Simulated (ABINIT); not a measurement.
# Pb (Fd-3m) in ABINIT: phonons with LDA

Aim: the phonons of Pb with LDA.

Program: ABINIT 10.8.3 (patched build). These are calculated values, not measurements. Logs are shortened: lines on timing, memory, paths and dates and some standing lists are left out, and cuts for length are marked. The log counts tension as positive stress, the text compression.

### Step 1. Starting point

It takes space group Fd-3m (No. 227, cubic). The conventional cell has a = 6.878 Å, b = 6.878 Å, c = 6.878 Å, α = 90.00°, β = 90.00°, γ = 90.00°. Around Pb (site symmetry -43m) lie 4 Pb at 2.98 Å.

This isn't the form of Pb at room conditions, which is fcc.

### Step 2. Phonons, LDA

File run.abi:

```
# Datasets
ndtset 2

# Pseudopotentials
pp_dirpath "./"
pseudos "Pb.upf"

# Structure
acell 3*1.0
rprim
     0.0000000000     6.4987682475     6.4987682475
     6.4987682475     0.0000000000     6.4987682475
     6.4987682475     6.4987682475     0.0000000000
ntypat 1
znucl 82
natom 2
typat 1 1
xred
            1/4            1/4            1/4
            0.0            0.0            0.0

# Plane-wave basis
ecut 26.0

# k points
ngkpt 8 8 8
nshiftk 1
shiftk 0.0 0.0 0.0

# Exchange and correlation
ixc 7

# Bands and occupations
nband 22
occopt 3
tsmear 0.00367493

# SCF cycle
nstep 80

# Output
prteig 0
prtebands 0
prtwf 0
prtden 0
prtpot 0

# Dataset 1: ground state
kptopt1 1
tolvrs1 1.0e-15
prtwf1 1
tolwfr1 1.0e-14
nbdbuf1 4
nline1 6

# Dataset 2: response at q = 0 to atomic displacements
rfphon2 1
rfatpol2 1 2
rfdir2 1 1 1
getwfk2 1
kptopt2 2
nqpt2 1
qpt2 0.0 0.0 0.0
tolvrs2 1.0e-10
```

File mrgddb.in:

```
merged_DDB
Pb
2
runo_DS1_DDB
runo_DS2_DDB
```

File anaddb.abi:

```
ddb_filepath "merged_DDB"
output_file "anaddb.abo"
outdata_prefix "ana"
asr 1
chneut 0
dipdip 0
dieflag 0
enunit 0
eivec 1
nph1l 1
qph1l 0.0 0.0 0.0 1.0
```

Potentials or basis: PseudoDojo NC SR LDA v0.4.1 standard.

Started as:

```
$ abinit run.abi > log 2>&1
$ mrgddb < mrgddb.in > mrgddb.log 2>&1
$ anaddb anaddb.abi > anaddb.log 2>&1
```

run.abo:

```text
.Version 10.8.3 of ABINIT
 DATASET    1 : space group Fd -3 m (#227); Bravais cF (face-center cubic)
================================================================================
 Values of the parameters that define the memory need for DATASET  1.
     intxc =       0    ionmov =       0      iscf =       7    lmnmax =       6
     lnmax =       6     mgfft =      45  mpssoang =       3    mqgrid =    3001
     natom =       2  nloc_mem =       1    nspden =       1   nspinor =       1
    nsppol =       1      nsym =      48    n1xccc =    2501    ntypat =       1
    occopt =       3   xclevel =       1
       mpw =        3511          nfft =       91125          nkpt =          29
================================================================================
================================================================================

 DATASET    2 : space group Fd -3 m (#227); Bravais cF (face-center cubic)
================================================================================
 Values of the parameters that define the memory need for DATASET  2 (RF).
     intxc =       0      iscf =       7    lmnmax =       6     lnmax =       6
     mgfft =      45  mpssoang =       3    mqgrid =    3001     natom =       2
  nloc_mem =       1    nspden =       1   nspinor =       1    nsppol =       1
      nsym =      48    n1xccc =    2501    ntypat =       1    occopt =       3
   xclevel =       1
      nfft =       91125          nkpt =         260
================================================================================
================================================================================

--------------------------------------------------------------------------------
------------- Echo of variables that govern the present computation ------------
--------------------------------------------------------------------------------
 -outvars: echo values of preprocessed input variables --------
            acell      1.0000000000E+00  1.0000000000E+00  1.0000000000E+00 Bohr
              amu      2.07200000E+02
             ecut      2.60000000E+01 Hartree
           getwfk1          0
           getwfk2          1
                       outvar_i_n : Printing only first  50 k-points.
              ixc           7
           jdtset        1    2
                       outvar_i_n : Printing only first  50 k-points.
           kptopt1          1
           kptopt2          2
         kptrlatt        8    0    0      0    8    0      0    0    8
          kptrlen      7.35251696E+01
            natom           2
            nband1         22
            nband2         22
           nbdbuf1          4
           nbdbuf2          2
           ndtset           2
            ngfft          45      45      45
             nkpt1         29
             nkpt2        260
            nline1          6
            nline2          4
             nqpt1          0
             nqpt2          1
            nstep          80
             nsym          48
           ntypat           1
                       prtocc : prtvol=0, do not print more k-points.
           occopt           3
        optdriver1          0
        optdriver2          1
           prtden           0
        prtebands           0
           prteig           0
            prtwf1          1
            prtwf2          0
           rfphon1          0
           rfphon2          1
            rprim      0.0000000000E+00  6.4987682475E+00  6.4987682475E+00
                       6.4987682475E+00  0.0000000000E+00  6.4987682475E+00
                       6.4987682475E+00  6.4987682475E+00  0.0000000000E+00
          spgroup         227
           tolvrs1     1.00000000E-15
           tolvrs2     1.00000000E-10
           tolwfr1     1.00000000E-14
           tolwfr2     0.00000000E+00
           tsmear      3.67493000E-03 Hartree
            typat      1  1
                       outvars : Printing only first  50 k-points.
           xangst      1.7195000266E+00  1.7195000266E+00  1.7195000266E+00
                       0.0000000000E+00  0.0000000000E+00  0.0000000000E+00
            xcart      3.2493841237E+00  3.2493841237E+00  3.2493841237E+00
                       0.0000000000E+00  0.0000000000E+00  0.0000000000E+00
             xred      2.5000000000E-01  2.5000000000E-01  2.5000000000E-01
                       0.0000000000E+00  0.0000000000E+00  0.0000000000E+00
            znucl       82.00000

================================================================================

 chkinp: Checking input parameters for consistency, jdtset=   1.

 chkinp: Checking input parameters for consistency, jdtset=   2.

================================================================================
== DATASET  1 ==================================================================

--- !DatasetInfo
iteration_state: {dtset: 1, }
dimensions: {natom: 2, nkpt: 29, mband: 22, nsppol: 1, nspinor: 1, nspden: 1, mpw: 3511, }
[... 125 lines left out ...]
   2.00000    2.00000    2.00000    2.00000    0.03768    0.03768    0.03768    0.00000
   0.00000    0.00000    0.00000    0.00000    0.00000    0.00000
 prteigrs : prtvol=0 or 1, do not print more k-points.

--- !EnergyTerms
iteration_state     : {dtset: 1, }
comment             : Components of total free energy in Hartree
kinetic             :  6.87595186670896E+01
hartree             :  3.58871143362617E+01
xc                  : -3.94699586304711E+01
Ewald energy        : -8.12317331871281E+01
psp_core            :  4.50309013204615E+00
local_psp           : -1.00560709007091E+02
non_local_psp       : -2.83872254896981E+01
internal            : -1.40499903178991E+02
'-kT*entropy'       : -5.91182503692254E-04
total_energy        : -1.40500494361495E+02
total_energy_eV     : -3.82321321982191E+03
band_energy         : -1.11187268451509E+01
...

 Cartesian components of stress tensor (hartree/bohr^3)
  sigma(1 1)=  2.59596999E-05  sigma(3 2)=  0.00000000E+00
  sigma(2 2)=  2.59596999E-05  sigma(3 1)=  0.00000000E+00
  sigma(3 3)=  2.59596999E-05  sigma(2 1)=  0.00000000E+00

-Cartesian components of stress tensor (GPa)         [Pressure= -7.6376E-01 GPa]
- sigma(1 1)=  7.63760740E-01  sigma(3 2)=  0.00000000E+00
- sigma(2 2)=  7.63760740E-01  sigma(3 1)=  0.00000000E+00
- sigma(3 3)=  7.63760740E-01  sigma(2 1)=  0.00000000E+00

================================================================================
== DATASET  2 ==================================================================

--- !DatasetInfo
iteration_state: {dtset: 2, }
dimensions: {natom: 2, nkpt: 260, mband: 22, nsppol: 1, nspinor: 1, nspden: 1, mpw: 3511, }
cutoff_energies: {ecut:  26.0, pawecutdg:  -1.0, }
electrons: {nelect:   2.80000000E+01, charge:   0.00000000E+00, occopt:   3.00000000E+00, tsmear:   3.67493000E-03, }
meta: {optdriver: 1, rfphon: 1, }
...

 mkfilename : getwfk/=0, take file _WFK from output of DATASET   1.

 Exchange-correlation functional for the present dataset will be:
  LDA: Perdew-Wang 92 LSD fit to Ceperley-Alder data - ixc=7
  J.P.Perdew and Y.Wang, PRB 45, 13244 (1992)

 Real(R)+Recip(G) space primitive vectors, cartesian coordinates (Bohr,Bohr^-1):
 R(1)=  0.0000000  6.4987682  6.4987682  G(1)= -0.0769377  0.0769377  0.0769377
 R(2)=  6.4987682  0.0000000  6.4987682  G(2)=  0.0769377 -0.0769377  0.0769377
 R(3)=  6.4987682  6.4987682  0.0000000  G(3)=  0.0769377  0.0769377 -0.0769377
 Unit cell volume ucvol=  5.4893781E+02 bohr^3
 Angles (23,13,12)=  6.00000000E+01  6.00000000E+01  6.00000000E+01 degrees
 setup1 : take into account q-point for computing boxcut.

 getcut: wavevector=  0.0000  0.0000  0.0000  ngfft=  45  45  45
         ecut(hartree)=     26.000   => boxcut(ratio)=   2.08571
--------------------------------------------------------------------------------

 ==>  initialize data related to q vector <==

 The list of irreducible perturbations for this q vector is:
    1)    idir= 1    ipert=   1

================================================================================

 The perturbation idir=   2  ipert=   1 is
 symmetric of a previously calculated perturbation.
 So, its SCF calculation is not needed.
[... 13 lines left out ...]
 The perturbation idir=   3  ipert=   2 is
 symmetric of a previously calculated perturbation.
 So, its SCF calculation is not needed.

--------------------------------------------------------------------------------
 Perturbation wavevector (in red.coord.)   0.000000  0.000000  0.000000
 Perturbation : displacement of atom   1   along direction   1
 Found     2 symmetries that leave the perturbation invariant.
 symkpt : the number of k-points, thanks to the symmetries,
 is reduced to   150 .

--------------------------------------------------------------------------------

--------------------------------------------------------------------------------

 dfpt_looppert : total number of electrons, from k and k+q
  fully or partially occupied states are    2.800000E+01 and    2.800000E+01.
 Initialisation of the first-order wave-functions :
  ireadwf=   0

--- !BeginCycle
iteration_state: {dtset: 2, }
solver: {iscf: 7, nstep: 80, nline: 4, wfoptalg: 0, }
tolerances: {tolvrs: 1.00E-10, }
...

     iter   2DEtotal(Ha)        deltaE(Ha) residm    vres2
-ETOT  1   8.0086410159003     -1.593E+04 1.962E+01 3.469E+02
 ETOT  2   4.3036102335283     -3.705E+00 1.370E-02 2.486E+02
 ETOT  3   4.2203102612040     -8.330E-02 1.636E-03 1.339E+01
 ETOT  4   4.2179475555696     -2.363E-03 2.784E-04 1.567E+00
 ETOT  5   4.2175121141973     -4.354E-04 1.608E-04 3.465E-02
 ETOT  6   4.2175075874621     -4.527E-06 3.031E-05 7.196E-04
 ETOT  7   4.2175074564894     -1.310E-07 1.182E-05 1.181E-04
 ETOT  8   4.2175074169573     -3.953E-08 2.588E-06 1.434E-05
 ETOT  9   4.2175074147273     -2.230E-09 9.024E-07 2.797E-07
 ETOT 10   4.2175074147746      4.729E-11 2.098E-07 4.371E-09
 ETOT 11   4.2175074148673      9.277E-11 7.323E-08 9.023E-11

 At SCF step   11       vres2   =  9.02E-11 < tolvrs=  1.00E-10 =>converged.
================================================================================

 ----iterations are completed or convergence reached----

 Mean square residual over all n,k,spin=   24.412E-12; max=  73.233E-09

 2DEtotal=    0.4217507415E+01 Ha. Also 2DEtotal=    0.114764223261E+03 eV
    (2DErelax=   -1.5928889722E+04 Ha. 2DEnonrelax=    1.5933107229E+04 Ha)
    (  non-var. 2DEtotal :    4.2175073368E+00 Ha)

================================================================================

 ---- first-order wavefunction calculations are completed ----

 ==> Compute Derivative Database <==

  Dynamical matrix, in cartesian coordinates,
   if specified in the inputs, asr has been imposed
     j1       j2             matrix element
  dir pert dir pert     real part    imaginary part

   1    1   1    1         0.0499498495        -0.0000000000
   1    1   1    2        -0.0499498495         0.0000000000

   2    1   2    1         0.0499498495         0.0000000000
   2    1   2    2        -0.0499498495        -0.0000000000
[... 10 lines left out ...]
   3    2   3    1        -0.0499498495         0.0000000000
   3    2   3    2         0.0499498495        -0.0000000000

  Phonon wavevector (reduced coordinates) :  0.00000  0.00000  0.00000
 Phonon energies in Hartree :
   0.000000E+00  0.000000E+00  0.000000E+00  5.142889E-04  5.142889E-04
   5.142889E-04
 Phonon frequencies in cm-1    :
   0.000000E+00  0.000000E+00  0.000000E+00  1.128734E+02  1.128734E+02
   1.128734E+02

== END DATASET(S) ==============================================================
================================================================================

 -outvars: echo values of variables after computation  --------
            acell      1.0000000000E+00  1.0000000000E+00  1.0000000000E+00 Bohr
           etotal1    -1.4050049436E+02
           etotal2     4.2175074149E+00
            fcart1    -1.2947863352E-30 -3.2369658379E-31  1.6184829190E-30
                       1.2947863352E-30  3.2369658379E-31 -1.6184829190E-30
            fcart2     0.0000000000E+00  0.0000000000E+00  0.0000000000E+00
                       0.0000000000E+00  0.0000000000E+00  0.0000000000E+00
            rprim      0.0000000000E+00  6.4987682475E+00  6.4987682475E+00
                       6.4987682475E+00  0.0000000000E+00  6.4987682475E+00
                       6.4987682475E+00  6.4987682475E+00  0.0000000000E+00
           strten1     2.5959699897E-05  2.5959699897E-05  2.5959699897E-05
                       0.0000000000E+00  0.0000000000E+00  0.0000000000E+00
           strten2     0.0000000000E+00  0.0000000000E+00  0.0000000000E+00
                       0.0000000000E+00  0.0000000000E+00  0.0000000000E+00
           xangst      1.7195000266E+00  1.7195000266E+00  1.7195000266E+00
                       0.0000000000E+00  0.0000000000E+00  0.0000000000E+00
             xred      2.5000000000E-01  2.5000000000E-01  2.5000000000E-01
                       0.0000000000E+00  0.0000000000E+00  0.0000000000E+00
 Calculation completed.
```

Run time: 7.8 min. Hardware: 1 thread of Intel Xeon Platinum 8488C (Sapphire Rapids), shared host; peak memory 0.61 GiB.

What came out:

| Quantity | Value |
| --- | --- |
| Free energy | -3823.2132 eV |
| Pressure | -0.8 GPa |
| Band gap on the k mesh | none (metal or under the smearing width) |
| Highest phonon frequency at Γ | 113 cm⁻¹ |

Phonon frequencies in cm⁻¹ (negative: imaginary):
| q point | frequencies |
| --- | --- |
| (0.000, 0.000, 0.000) | 0 0 0 113 113 113 |

The run has no spin-orbit coupling, so splittings on Pb are missing.
